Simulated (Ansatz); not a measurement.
Task: an all-electron equation of state of Nb, space group Fm-3m, with the Python package of Ansatz (0.2.0). Give the script and its output. Settings (first run): PBE, LAPW, the default cutoff (245 eV here), 9×9×9 k-points, Fermi-Dirac smearing of 0.1 eV.

```
CELL_PARAMETERS angstrom
0.00000 2.11500 2.11500
2.11500 0.00000 2.11500
2.11500 2.11500 0.00000
ATOMIC_POSITIONS crystal
Nb 0.00000 0.00000 0.00000
```

`run_eos_lapw.py`
```python
"""All-electron equation of state of Nb."""

from dataclasses import dataclass

import ansatz
from ase.eos import EquationOfState
from ase.units import GPa
import numpy as np


@dataclass(frozen=True)
class RunConfig:
    xc: str = "PBE"
    smearing: str = "fermi_dirac"
    width_ev: float = 0.1
    kmesh: tuple[int, ...] = (9, 9, 9)


settings = RunConfig()

VECTORS = np.array([
    [0.0, 2.115, 2.115],
    [2.115, 0.0, 2.115],
    [2.115, 2.115, 0.0],
])
SITES = [
    ("Nb", [0.0, 0.0, 0.0]),
]


def make_crystal(cell):
    crystal = ansatz.Crystal(lattice=ansatz.Lattice.of(cell))
    for symbol, position in SITES:
        crystal = crystal.atom(symbol, position)
    return crystal

volumes, energies = [], []
for scale in np.linspace(0.92, 1.08, 5):
    cell = VECTORS * scale ** (1 / 3)
    calc = (
        make_crystal(cell).calculation()
        .functional(settings.xc)
        .occupations(settings.smearing, width=settings.width_ev)  # fractional filling near the Fermi level
        .kpoints(*settings.kmesh)  # sampling of the Brillouin zone
        .pseudopotentials("all_electron", lapw=True)
    )
    data = calc.run(threads=1, pin="off").report
    volumes.append(abs(np.linalg.det(cell)) / len(SITES))
    energies.append(data["free_energy_ev"] / len(SITES))
    print(f"{scale:.3f} {volumes[-1]:9.4f} A^3/atom {energies[-1]:16.5f} eV/atom  (estimated basis error {1000 * data['lapw_basis_errors']['total_ev_per_atom']:.2f} meV/atom)")
v0, e0, bulk = EquationOfState(volumes, energies, eos="birchmurnaghan").fit()
print(f"V0 = {v0:.4f} A^3/atom, B0 = {bulk / GPa:.1f} GPa")
```

`python run_eos_lapw.py` gives:
```text
0.920   17.4080 A^3/atom    -103945.34998 eV/atom  (estimated basis error 0.05 meV/atom)
0.960   18.1649 A^3/atom    -103945.40055 eV/atom  (estimated basis error 0.05 meV/atom)
1.000   18.9217 A^3/atom    -103945.41435 eV/atom  (estimated basis error 0.05 meV/atom)
1.040   19.6786 A^3/atom    -103945.39735 eV/atom  (estimated basis error 0.05 meV/atom)
1.080   20.4355 A^3/atom    -103945.35476 eV/atom  (estimated basis error 0.05 meV/atom)
V0 = 18.8602 A^3/atom, B0 = 164.0 GPa
```

A third-order Birch-Murnaghan fit through the 5 points has its minimum at 18.86 Å³ an atom, 0.3 % below the typed cell, with a bulk modulus of 164 GPa and dB/dP = 3.5. From that minimum the energy rises by 64.4 meV an atom on the compressed side and 59.7 meV on the expanded side.

Caveats:
- All-electron totals depend on functional, relativistic treatment and basis; only differences at equal settings carry meaning.
- Spin is left out of this run.
- For a metal this k-point mesh is coarse: on a finer one energies can move by several to tens of meV an atom and pressures by half a GPa or more, differences at one mesh by less.
- This isn't the structure that Nb takes at ambient conditions.
- Run time: 15 s on 1 thread of Arm Neoverse V1 (shared host), peak memory 0.32 GiB.
